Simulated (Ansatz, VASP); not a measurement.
**CuCl in VASP and in Ansatz**

INCAR

```
SYSTEM = CuCl
PREC = Accurate
ENCUT = 520
EDIFF = 1E-8
ISMEAR = -1
SIGMA = 0.05
LREAL = .False.
LASPH = .True.
NELM = 80
ALGO = Normal
ISIF = 2
LWAVE = .False.
LCHARG = .False.
GGA = PE
LEFG = .True.
NBANDS = 16
```

KPOINTS

```
Automatic mesh
0
Gamma
  13 13 13
  0 0 0
```

Contents of POSCAR:

```
CuCl
1.0
    0.0000000000      2.7632527100      2.7632527100
    2.7632527100      0.0000000000      2.7632527100
    2.7632527100      2.7632527100      0.0000000000
Cu Cl
1 1
Direct
    0.0000000000      0.0000000000      0.0000000000
    0.7500000000      0.7500000000      0.7500000000
```

Input for Ansatz:

```yaml
crystal:
  lattice:
    - [0.0, 2.76325271, 2.76325271]
    - [2.76325271, 0.0, 2.76325271]
    - [2.76325271, 2.76325271, 0.0]
  atoms:
    - { symbol: Cu, position: [0.0, 0.0, 0.0] }
    - { symbol: Cl, position: [0.75, 0.75, 0.75] }
kpoints:
  mp_grid: { grid: [13, 13, 13] }
scf:
  occupations: { method: fermi_dirac, width: 0.05 }
hamiltonian:
  xc: pbe
  pseudopotentials: { kind: paw }
output:
  forces: true
  stress: true
  eigenvalues: true
  efg: { contact_densities: true }
```

Change from the starting cell: volume scaled by 1.06, PAW files.

Alike in both runs: task electric field gradients; functional PBE; k mesh 13 × 13 × 13; occupations fermi-dirac, width 0.05 eV; no spin polarisation.

|  | VASP | Ansatz |
| --- | --- | --- |
| version | VASP 6.6.1 | Ansatz 0.2.0 |
| potentials or method | VASP PAW PBE potentials, release 64 (Cu, Cl) | PAW with Ansatz's default frozen-core files, scalar-relativistic |
| plane-wave cutoff (eV) | 520 | 420 |
| valence electrons in the cell | 18 | 26 |

Ansatz gave:

```
pressure (GPa)                                                 : -2.4
Vzz of the field gradient on the site that differs most (V/Å²) : 0.0
```

Question: What did VASP give for the same quantities?

Answer: Pressure (GPa): -2.3; Vzz of the field gradient on the site that differs most (V/Å²): 0.0.

The two sets of potentials don't hold the same shells in valence.

Caveats: an odd mesh through Γ misses points on the zone boundary, where band edges often lie.
